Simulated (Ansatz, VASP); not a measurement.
**CdS (Hawleyite): VASP beside Ansatz**

```xyz
2
Lattice="0.0000 2.9632 2.9632 2.9632 0.0000 2.9632 2.9632 2.9632 0.0000" Properties=species:S:1:pos:R:3 pbc="T T T"
Cd    0.0000    0.0000    0.0000
S     1.4816    1.4816    1.4816
```

Alike in both runs: task relaxation of cell and atoms; functional LDA; k mesh 8 × 8 × 8; occupations gaussian, width 0.02 eV; no spin polarisation.

|  | VASP | Ansatz |
| --- | --- | --- |
| version | VASP 6.6.1 | Ansatz 0.2.0 |
| potentials or method | VASP PAW LDA potentials, release 64 (Cd, S) | scalar-relativistic, plane waves, PAW |
| plane-wave cutoff (eV) | 600 | 420 |
| valence electrons in the cell | 18 | 26 |

Ansatz gave:

```
gap on the k mesh at the Fermi level, each at its own relaxed structure (eV) : 0.95
relaxed volume (Å³/atom)                                                     : 23.85
relaxed cell length with the largest relative difference (Å)                 : 4.071
energy change over the relaxation (meV/atom)                                 : -36
```

Question: Estimate VASP's values.

Answer: gap on the k mesh at the Fermi level, each at its own relaxed structure (eV): 0.96; relaxed volume (Å³/atom): 24.02; relaxed cell length with the largest relative difference (Å): 4.081; energy change over the relaxation (meV/atom): -30.

The two sets of potentials don't hold the same shells in valence.

Expect the measured gap to be larger: semilocal functionals such as LDA lack the derivative discontinuity. LDA usually gives volumes a few per cent too small. Zero-point motion and thermal expansion aren't in these numbers.
